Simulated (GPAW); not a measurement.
Bi:

```xyz
1
Lattice="-1.9814 1.9814 1.9814 1.9814 -1.9814 1.9814 1.9814 1.9814 -1.9814" Properties=species:S:1:pos:R:3 pbc="T T T"
Bi    0.0000    0.0000    0.0000
```

This isn't the form of Bi at room conditions, which is rhombohedral.

* Program: GPAW 26.7.0
* Task: relaxation of cell and atoms
* Functional: revPBE
* Dispersion: D3(BJ)
* Potentials or basis: the program's PAW data sets (release 1.2.1) made for this functional
* Cutoff: 600 eV
* Basis: pw
* k mesh: 9 × 9 × 9
* Occupations: fermi-dirac, width 0.05 eV
* Spin: no spin polarisation

At the start: pressure -2.9 GPa; volume 31.12 Å³/atom.

Problem. How do energy, volume and symmetry change on relaxing?

Solution. Over 3 steps the energy falls by 15.2 meV/atom and the volume is 29.41 Å³/atom (-5.5 %); space group Im-3m (No. 229, to 0.05 Å).

Step by step:
```csv
step,energy change (eV),largest force (eV/Å),pressure (GPa),volume (Å³)
1,0.0000,0.0000,-2.92,31.12
2,-0.0106,0.0000,-1.70,30.37
3,-0.0152,0.0000,0.06,29.41
```

Final structure:
```
Bi
1.0
    -1.94450    1.94450    1.94450
     1.94450   -1.94450    1.94450
     1.94450    1.94450   -1.94450
Bi
1
Direct
  0.00000 0.00000 0.00000
```

Caveat: later steps reuse the first step's grids; pairwise dispersion overbinds metals, which lowers pressure and volume.
